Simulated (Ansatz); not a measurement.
# Ta12H: the cost of one run

Method: DFT PBE, scalar-relativistic, plane waves, PAW, in Ansatz 0.2.0.

1 further run of the same task is left out (set aside as unsound or not needed).

## Step 1: The system as given

It takes space group Cm (No. 8, monoclinic). The conventional cell has a = 6.638 Å, b = 9.387 Å, c = 21.527 Å, α = 90.00°, β = 90.00°, γ = 90.00°. Ta (site symmetry m) has 6 Ta at 2.81 to 2.87 Å as nearest neighbours. Around Ta (site symmetry 1) lie 6 Ta at 2.81 to 2.87 Å. Around Ta (site symmetry m) lie 8 Ta at 2.81 to 2.87 Å. Around Ta (site symmetry 1) lie 8 Ta at 2.81 to 2.87 Å. Ta (site symmetry m) is surrounded by 1 H at 1.81 Å. Around Ta (site symmetry 1) lie 1 H at 2.80 Å and 6 Ta at 2.81 to 2.87 Å. Only part of the 10 independent sites is listed.

Structure file:

```cif
data_structure
_symmetry_space_group_name_H-M 'Cm'
_symmetry_Int_Tables_number 8
_cell_length_a 6.6376
_cell_length_b 9.3870
_cell_length_c 21.5271
_cell_angle_alpha 90.000
_cell_angle_beta 90.000
_cell_angle_gamma 90.000
_cell_volume 1341.28
loop_
_atom_site_label
_atom_site_type_symbol
_atom_site_symmetry_multiplicity
_atom_site_Wyckoff_symbol
_atom_site_fract_x
_atom_site_fract_y
_atom_site_fract_z
_atom_site_occupancy
Ta1 Ta 2 a 0.25000 0.00000 0.18581 1
Ta2 Ta 4 b 0.50000 0.25000 0.18581 1
Ta3 Ta 2 a 0.75000 0.00000 0.18581 1
Ta4 Ta 2 a 0.00000 0.00000 0.29098 1
Ta5 Ta 4 b 0.25000 0.25000 0.29098 1
Ta6 Ta 2 a 0.50000 0.00000 0.29098 1
Ta7 Ta 2 a 0.25000 0.00000 0.39611 1
Ta8 Ta 4 b 0.50000 0.25000 0.39611 1
Ta9 Ta 2 a 0.75000 0.00000 0.39611 1
H1 H 2 a 0.41667 0.00000 0.46254 1
```

This is the geometry of the first run shown, built on a cell relaxed beforehand with the same method.

## Step 2: Plan of the line

Atoms count from 1 in the order of the input.

H is moved along a line over the surface and along the normal, above a rigid substrate.

- position of H13 along the diagonal of the surface cell, from above Ta9: 6 values from 0.00 to 2.77 Å, periodic
- height of H13 above the plane of Ta9: 8 values from 0.69 to 3.77 Å

Nothing else is relaxed. Points are written as (first, second).

## Step 3: Point (1.11 Å, 1.43 Å)

The cell repeats along c, and a dipole correction in the vacuum removes the field between the copies.

input.yaml reads:

```yaml
crystal:
  lattice:
    - [5.7483122763, 0.0, 0.0]
    - [-1.9161040921, 5.419560788, 0.0]
    - [0.0, 0.0, 21.5270921065]
  atoms:
    - { symbol: Ta, position: [0.25, 0.25, 0.1858123698] }
    - { symbol: Ta, position: [0.25, 0.75, 0.1858123698] }
    - { symbol: Ta, position: [0.75, 0.25, 0.1858123698] }
    - { symbol: Ta, position: [0.75, 0.75, 0.1858123698] }
    - { symbol: Ta, position: [0.0, 0.0, 0.2909752139] }
    - { symbol: Ta, position: [0.0, 0.5, 0.2909752139] }
    - { symbol: Ta, position: [0.5, 0.0, 0.2909752139] }
    - { symbol: Ta, position: [0.5, 0.5, 0.2909752139] }
    - { symbol: Ta, position: [0.25, 0.25, 0.396109798] }
    - { symbol: Ta, position: [0.25, 0.75, 0.396109798] }
    - { symbol: Ta, position: [0.75, 0.25, 0.396109798] }
    - { symbol: Ta, position: [0.75, 0.75, 0.396109798] }
    - { symbol: H, position: [0.4166666667, 0.4166666667, 0.4625377202], spin: 1.0 }
basis:
  ecutwfc: 420
kpoints:
  mp_grid: { grid: [5, 5, 1] }
hamiltonian:
  xc: pbe
scf:
  occupations: { method: gaussian, width: 0.1 }
output:
  forces: true
  eigenvalues: true
  populations: true
magnetization:
  spin_polarized: true
efield:
  axis: 3
  dipole_correction: true
  ramp_width: 0.04
```

Command:

```bash
> ansatz run input.yaml --threads 4 --pin off --max-ram 12288MiB --backend cpu --events-out ev --progress --plain --runs-dir out
```

Q: Estimate wall time and peak memory on 4 threads of Arm Neoverse V1, shared host.

About 63 s, with a peak of 1.9 GiB.
